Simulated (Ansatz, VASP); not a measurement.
# Two plane-wave programs on BN

```
B N
1.0
     2.54057    0.00000    0.00000
    -1.27028    2.20019    0.00000
     0.00000    0.00000    4.20265
B N
2 2
Direct
  0.33333 0.66667 0.98093
  0.66667 0.33333 0.48093
  0.33333 0.66667 0.39307
  0.66667 0.33333 0.89307
```

Change from the starting cell: polar distortion scaled by 0.70.

Alike in both runs: task single point; functional PBEsol; k mesh 15 × 15 × 8; no spin polarisation.

|  | VASP | Ansatz |
| --- | --- | --- |
| version | VASP 6.6.1 | Ansatz 0.2.0 |
| potentials or method | VASP PAW PBE potentials, release 64 (B, N) | scalar-relativistic, plane waves, PAW |
| plane-wave cutoff (eV) | 520 | 420 |
| occupations | gaussian, width 0.01 eV | fixed |
| valence electrons in the cell | 16 | 16 |

Ansatz gave:

```
gap on the k mesh at the Fermi level (eV)       : 4.86
least direct gap on the mesh (eV)               : 6.75
pressure (GPa)                                  : 7.2
largest component of the traceless stress (GPa) : 5.23
rms of the force components (eV/Å)              : 1.389
```

Question: Estimate VASP's values.

Answer: gap on the k mesh at the Fermi level (eV): 4.86; least direct gap on the mesh (eV): 6.76; pressure (GPa): 8.0; largest component of the traceless stress (GPa): 4.58; rms of the force components (eV/Å): 1.402.

Atom by atom the forces differ by 0.013 eV/Å (rms over components). Ansatz warned: «pseudo_functional_mismatch».

Caveats: the PAW data sets were made with another functional, which shifts forces and pressure a little (VASP); an odd mesh through Γ misses points on the zone boundary, where band edges often lie.
